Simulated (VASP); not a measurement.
**Cs2AgBiBr6: relaxation of cell and atoms with PBEsol+D4**

Cs2AgBiBr6:

```
Bi Cs Ag Br
1.0
     0.00000    5.61610    5.61610
     5.61610    0.00000    5.61610
     5.61610    5.61610    0.00000
Bi Cs Ag Br
1 2 1 6
Direct
  0.00000 0.00000 0.00000
  0.75000 0.75000 0.75000
  0.25000 0.25000 0.25000
  0.50000 0.50000 0.50000
  0.74945 0.74945 0.25055
  0.25055 0.25055 0.74945
  0.74945 0.25055 0.25055
  0.74945 0.25055 0.74945
  0.25055 0.74945 0.74945
  0.25055 0.74945 0.25055
```

| Property | Result |
| --- | --- |
| Program | VASP 6.6.1 |
| Task | relaxation of cell and atoms |
| Functional | PBEsol |
| Dispersion | D4 |
| Potentials or basis | VASP PAW PBE potentials, release 64 (Bi_d, Cs_sv, Ag, Br) |
| Cutoff | 600 eV |
| k mesh | 3 × 3 × 3 |
| Occupations | fermi-dirac, width 0.05 eV |
| Spin | no spin polarisation |
| Further INCAR settings | ALGO = Normal; EDIFF = 1e-07; IBRION = 2; EDIFFG = -0.02; NSW = 60; ISIF = 3 |

```json
{
 "Relaxed volume": "34.18 Å³/atom",
 "Relaxed cell": "a = 7.848 Å, b = 7.848 Å, c = 7.848 Å, α = 60.00°, β = 60.00°, γ = 60.00°",
 "Space group after relaxing (to 0.05 Å)": "Fm-3m (No. 225)",
 "Energy gained by relaxing": "6.7 meV/atom",
 "Ionic steps": "4",
 "Pressure after relaxing": "0.0 GPa",
 "Largest force after relaxing": "0.003 eV/Å",
 "Band gap on the k mesh": "1.74 eV, indirect (least direct gap 2.44 eV)",
 "Dispersion energy per atom": "-0.138 eV"
}
```

Forces in eV/Å, atoms in the order of the input:
```
Bi   0.000  0.000  0.000
Cs   0.000  0.000  0.000
Cs   0.000  0.000  0.000
Ag   0.000  0.000  0.000
Br   0.000  0.000  0.003
Br   0.000  0.000 -0.003
Br  -0.003  0.000  0.000
Br   0.000  0.003  0.000
Br   0.003  0.000  0.000
Br   0.000 -0.003  0.000
```

The path:
| step | energy change (eV) | largest force (eV/Å) | pressure (GPa) | volume (Å³) |
| --- | --- | --- | --- | --- |
| 1 | 0.0000 | 0.3066 | -0.61 | 354.27 |
| 2 | -0.0421 | 0.2385 | -0.21 | 347.36 |
| 3 | -0.0587 | 0.1447 | 0.33 | 339.76 |
| 4 | -0.0666 | 0.0032 | 0.04 | 341.85 |

Final structure:
```xyz
10
Lattice="0.0000 5.5497 5.5497 5.5497 0.0000 5.5497 5.5497 5.5497 0.0000" Properties=species:S:1:pos:R:3 pbc="T T T"
Bi    5.5497    5.5497    0.0000
Cs    8.3245    8.3245    8.3245
Cs    2.7748    2.7748    2.7748
Ag    5.5497    5.5497    5.5497
Br    5.5497    5.5497    8.2742
Br    5.5497    5.5497    2.8252
Br    2.8252    5.5497    5.5497
Br    5.5497    8.2742    5.5497
Br    8.2742    5.5497    5.5497
Br    5.5497    2.8252    5.5497
```

Levels at points of the mesh, in eV from the valence-band top:
| k point | band 39 | band 40 | band 41 | band 42 | band 43 | band 44 | band 45 | band 46 | band 47 | band 48 |
| --- | --- | --- | --- | --- | --- | --- | --- | --- | --- | --- |
| (0.00, 0.00, 0.00) | -0.91 | -0.91 | -0.91 | -0.23 | -0.23 | 2.44 | 2.44 | 2.44 | 3.84 | 4.65 |

Run time: 16 min on 1 thread of AMD EPYC 7R43 64-Core Processor (Zen 3), with other jobs on the host, peak memory 0.63 GiB.

Caveat: the PAW data sets were made with another functional, which shifts forces and pressure a little; spin-orbit coupling is left out, which as a rule narrows the gap of such compounds by several tenths of an eV; an odd mesh through Γ misses points on the zone boundary, where band edges often lie.
